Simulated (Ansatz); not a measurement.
## Zone-centre phonons of SiO₂: input and output

Method: DFT LDA, scalar-relativistic, plane waves, PAW (Ansatz 0.2.0).

Launched with:
```bash
ansatz run input.yaml --threads 1 --pin off --max-ram 1228MiB --backend cpu --events-out ev --progress --plain --runs-dir out
```

Input (bare energies are in eV):
```yaml
crystal:
  lattice:
    - [0.0, 2.254, 2.254]
    - [2.254, 0.0, 2.254]
    - [2.254, 2.254, 0.0]
  atoms:
    - { symbol: Si, position: [0.0, 0.0, 0.0] }
    - { symbol: O, position: [0.25, 0.25, 0.25] }
    - { symbol: O, position: [0.75, 0.75, 0.75] }
basis:
  ecutwfc: 420
kpoints:
  mp_grid: { grid: [10, 10, 10] }
hamiltonian:
  xc: lda
scf:
  occupations: { method: fixed }
output:
  eigenvalues: true
phonons:
  method: dfpt
  dielectric: true
  rigid_motions: translations
  eigenvectors: true
```

Results section of the output:
```
--- Phonons (Γ-DFPT): 2 representative perturbations + reference, on 171 of 1000 k-points (Σ response iterations 6) ---
  k mesh reduced under 4 symmetry operations, with k and −k counted as one. Each operation leaves every solved perturbation unchanged. A smaller set is not considered because the run solves the response ...
  ASR residual: 1.752e-4 → 0.000e0 eV/Å²; symmetrization residual: 1.103e-7 eV/Å²
  ASR residual per site (eV/Å²): 9.16e-6 1.75e-4 1.75e-4
  Γ frequencies (cm⁻¹): 0.00 0.00 0.00 288.67 288.67 288.67 618.86 618.86 618.86
  ε∞ (high-frequency dielectric tensor):
        4.245953    -0.000000    -0.000000
       -0.000000     4.245953     0.000000
       -0.000000     0.000000     4.245953
  ε⁰ (static dielectric tensor: ions relaxed, cell fixed):
       35.464351     0.000000    -0.000000
        0.000000    35.464351     0.000000
       -0.000000     0.000000    35.464351
  ε⁰ − ε∞ (ionic part):
       31.218398     0.000000    -0.000000
        0.000000    31.218398     0.000000
       -0.000000     0.000000    31.218398
  softest optical mode at Γ: 288.67 cm⁻¹; the repairs (sum rule, projections) moved no ω² at Γ by more than (1.73 cm⁻¹)²
  Born effective charges Z* (e; rows j = field, columns β = displacement):
    site 0:
         4.25563    0.00000    0.00000
        -0.00000    4.25563    0.00000
         0.00000    0.00000    4.25563
    site 1:
        -2.12781   -0.00000   -0.00000
         0.00000   -2.12781    0.00000
         0.00000   -0.00000   -2.12781
    site 2:
        -2.12781    0.00000    0.00000
        -0.00000   -2.12781   -0.00000
        -0.00000    0.00000   -2.12781
  Z* charge neutrality: 1.874e-3 e pre-enforcement
  solved inside a basis spanned on kpoints, on 10×10×10 k-points, its susceptibility summed on 14×14×14: ε∞ is read to err by 1.1e-2, Z* by 1.4e-2 e (field_mesh: kpoints solves on kpoints); Z* is corrected for ...
  optical modes at Γ without the LO–TO term, one row a degenerate level:
      ω (cm⁻¹) modes IR ((D/Å)²/amu)
        288.67      3            83.8041
        618.86      3             0.0000
  optical modes at Γ + LO–TO along q̂ = [1.0000, 0.0000, 0.0000]:
      ω (cm⁻¹) modes IR ((D/Å)²/amu)
        288.67      2            55.8694
        618.86      3             0.0000
        834.27      1            27.9347
  optical modes at Γ + LO–TO along q̂ = [0.0000, 1.0000, 0.0000]:
      ω (cm⁻¹) modes IR ((D/Å)²/amu)
        288.67      2            55.8694
        618.86      3             0.0000
        834.27      1            27.9347
  optical modes at Γ + LO–TO along q̂ = [0.0000, 0.0000, 1.0000]:
      ω (cm⁻¹) modes IR ((D/Å)²/amu)
        288.67      2            55.8694
        618.86      3             0.0000
        834.27      1            27.9347
```

The cell is the ideal cubic fluorite prototype; this isn't the usual structure of the compound.